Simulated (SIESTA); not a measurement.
Y under changes of volume

One of the cells (33.905 Å³/atom); the others are scaled copies at fixed shape and fractional positions:

```
Y
1.0
     0.00000    2.56889    2.56889
     2.56889    0.00000    2.56889
     2.56889    2.56889    0.00000
Y
1
Direct
  0.00000 0.00000 0.00000
```

This isn't the form of Y at room conditions, which is hcp.

* Program: SIESTA 5.4.2
* Functional: PBE
* Potentials or basis: PseudoDojo 0.4 standard (PBE files)
* Basis: DZP (energy shift 0.002 Ry; radii capped at 9.5 bohr)
* Grid cutoff: 800 Ry
* Energy shift: 0.002 Ry
* k mesh: 9 × 9 × 9
* Occupations: fermi-dirac, width 0.05 eV
* Spin: no spin polarisation

| volume (Å³/atom) | energy over the lowest point (meV/atom) | pressure (GPa) |
| --- | --- | --- |
| 31.246 | ? | ? |
| 31.911 | 1.54 | 0.8 |
| 32.576 | 0.00 | 0.0 |
| 33.905 | 6.33 | -1.5 |
| 34.570 | 13.72 | -2.1 |
| 35.235 | 23.64 | -2.7 |

Question: What does the run at 31.246 Å³/atom give?

Answer: Energy over the lowest point 6.63 meV/atom; pressure 1.7 GPa.

Worked out: A Birch-Murnaghan fit of order 3 (a polynomial in V^(-2/3)) to the other rows has its minimum at 32.55 Å³/atom with B0 = V·E''(V) = 38 GPa and B' = 3.0. It gives 6.57 meV/atom at 31.246 Å³/atom, against the run's 6.63, and -dE/dV = 1.7 GPa, against 1.7.

Energies are extrapolated to zero smearing.

Caveats: semicore shells carry a single zeta, which can move pressures by several GPa and volumes by a few percent; the basis of atomic orbitals isn't converged, which shifts pressures, moduli and gaps.
